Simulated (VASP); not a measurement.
Crystal: GePt.

```
CELL_PARAMETERS angstrom
5.13200 0.00000 0.00000
0.00000 5.13200 0.00000
0.00000 0.00000 5.13200
ATOMIC_POSITIONS crystal
Ge 0.84300 0.84300 0.84300
Ge 0.65700 0.15700 0.34300
Ge 0.15700 0.34300 0.65700
Ge 0.34300 0.65700 0.15700
Pt 0.13600 0.13600 0.13600
Pt 0.36400 0.86400 0.63600
Pt 0.86400 0.63600 0.36400
Pt 0.63600 0.36400 0.86400
```

The cell was built by a generator and needn't be a form met in nature.

- Program: VASP 6.6.1
- Task: relaxation of cell and atoms
- Functional: PBE
- Potentials or basis: VASP PAW PBE potentials, release 64 (Ge_d, Pt)
- Cutoff: 520 eV
- k mesh: 4 × 4 × 4
- Occupations: gaussian, width 0.15 eV
- Spin: no spin polarisation

At the start: pressure -2.2 GPa; volume 16.90 Å³/atom.

How do energy, volume and symmetry change on relaxing?

Over 9 steps the energy falls by 128.1 meV/atom and the volume is 16.86 Å³/atom (-0.2 %); space group P2_13 (No. 198, to 0.05 Å).

Step by step:
| step | energy change (eV) | largest force (eV/Å) | pressure (GPa) | volume (Å³) |
| --- | --- | --- | --- | --- |
| 1 | 0.0000 | 0.5804 | -2.22 | 135.16 |
| 2 | -0.0857 | 0.6617 | 2.69 | 130.63 |
| 3 | -0.0861 | 0.6679 | 3.48 | 129.95 |
| 4 | -0.1521 | 0.6579 | 3.42 | 129.96 |
| 5 | -0.3292 | 0.6284 | 2.56 | 130.00 |
| 6 | -0.6322 | 0.6436 | 1.91 | 130.08 |
| 7 | -0.9616 | 0.1023 | 5.12 | 130.25 |
| 8 | -0.6960 | 0.1010 | -9.37 | 145.67 |
| 9 | -1.0252 | 0.0344 | 0.07 | 134.87 |

Final structure:
```
Ge Pt
1.0
     5.12831    0.00000    0.00000
     0.00000    5.12831    0.00000
     0.00000    0.00000    5.12831
Ge Pt
4 4
Direct
  0.81184 0.81184 0.81184
  0.68816 0.18816 0.31184
  0.18816 0.31184 0.68816
  0.31184 0.68816 0.18816
  0.19556 0.19556 0.19556
  0.30444 0.80444 0.69556
  0.80444 0.69556 0.30444
  0.69556 0.30444 0.80444
```
